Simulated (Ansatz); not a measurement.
MgS (wurtzite): an Ansatz output whose functional has been blanked. The cell was relaxed with r2SCAN and then strained (uniaxial +4.0 % along z, other directions held), with the atoms relaxed again with r2SCAN; k points keep the names of the unstrained zone.

```cif
data_structure
_symmetry_space_group_name_H-M 'P 1'
_symmetry_Int_Tables_number 1
_cell_length_a 4.0286
_cell_length_b 4.0286
_cell_length_c 6.7126
_cell_angle_alpha 90.000
_cell_angle_beta 90.000
_cell_angle_gamma 120.000
_cell_volume 94.35
loop_
_atom_site_label
_atom_site_type_symbol
_atom_site_fract_x
_atom_site_fract_y
_atom_site_fract_z
_atom_site_occupancy
Mg1 Mg 0.33333 0.66667 0.00088 1
Mg2 Mg 0.66667 0.33333 0.50088 1
S1 S 0.33333 0.66667 0.37412 1
S2 S 0.66667 0.33333 0.87412 1
```

```
Crystal: 4 atoms, lattice volume = 94.348 Å³
Basis set: ecut = 420 eV, 1835 PW (Γ)
Bands: 21, of which v1, the nominal top of the filled ones, is band 16 counted from 1 (15 counted from 0)
Symmetry: 12 space group operations
Space group: P63mc (ITA 186)
k-points: 57 of 576 (time reversal used)
SCF 1 converged in 7 iterations: F = -5657.456006 eV  dr2 = 1.98e-9
SCF converged after 7 iterations
Free energy (F): -5657.456006 eV
Fermi energy:    4.528044 eV
--- Per-component energies (eV) ---
  E_band       = -750.972835
  E_kinetic    = 366.609585
  E_local      = -3806.940250
  E_nonlocal   = 247.056976
  E_hartree    = 1379.990644
  E_xc         = -253.472366
  E_vxc        = -251.236880
  E_paw        = -1785.757190
  E_vpaw       = -66.443487
  E_ewald      = -1804.943403
--- Forces (eV/Å), atoms counted from 1 ---
  atom   1  Mg      0.00000      0.00000      0.00316
  atom   2  Mg      0.00000      0.00000      0.00316
  atom   3  S       0.00000      0.00000    -0.00317
  atom   4  S       0.00000      0.00000    -0.00317
--- Stress (GPa, compression-positive) ---
       -0.410000       0.000000       0.000000
        0.000000      -0.410000       0.000000
        0.000000       0.000000      -2.367664
  P = ⅓ Tr σ = -1.0626 GPa (-10.626 kbar)
--- Band table (eV; the first three rows and the last of 57) ---
  k-point 0: bands = […, -0.2162, 2.5334, 2.5334, 2.7624, 2.8665, 2.8665, 6.1570, 7.7204, 10.5288, 10.5288, …]
  k-point 1: bands = […, 0.1108, 2.1025, 2.5798, 2.5798, 2.8152, 2.8152, 6.8399, 7.8151, 10.3457, 10.5082, …]
  k-point 2: bands = […, 0.9823, 0.9823, 2.6951, 2.6951, 2.6951, 2.6951, 7.7393, 7.7393, 10.1948, 10.1948, …]
  k-point 56: bands = […, 0.3060, 0.3060, 1.0596, 1.0596, 2.3152, 2.3152, 8.5171, 8.5171, 9.1361, 9.1361, …]
```

bands.tsv, columns around the gap (it counts bands from 0):
```tsv
# k_distance	band_11	band_12	band_13	band_14	band_15	band_16	band_17	band_18	band_19
# fermi_ev = 4.528044
# [0, 0, 0] at k_distance = 0.000000
# [0.5, 0, 0] at k_distance = 0.900456
# [0.3333333333, 0.3333333333, 0] at k_distance = 1.420334
# [0, 0, 0.5] at k_distance = 2.560568
# [0.5, 0, 0.5] at k_distance = 3.461023
# [0.3333333333, 0.3333333333, 0.5] at k_distance = 3.980902
# levels_relative_to = fermi_ev
0.000	-1.995	-1.995	-1.766	-1.662	-1.662	1.629	3.192	6.001	6.001
0.900	-3.994	-3.406	-2.649	-2.525	-2.016	3.256	3.449	3.990	5.898
1.420	-3.801	-3.801	-2.935	-2.892	-2.892	3.170	5.457	5.644	5.644
2.561	-3.546	-1.833	-1.833	-1.833	-1.833	3.211	3.211	5.667	5.667
3.461	-4.551	-2.468	-2.468	-2.358	-2.358	2.940	2.940	4.582	4.582
3.981	-4.222	-3.468	-3.468	-2.213	-2.213	3.989	3.989	4.608	4.608
```
In order the rows are Γ, M, K, A, L, H.

Problem. Which functional gave these numbers?
A. r2SCAN
B. LDA
C. PBE
D. r2SCANh

Solution. C. PBE. There is no exchange loop, so no exact exchange. The PBE gap is direct at Γ: 3.29 eV. The log narrows the family; the member has to be judged from the numbers.

No spin polarisation and no zero-point or thermal motion; the cell was built from a prototype and may be hypothetical.
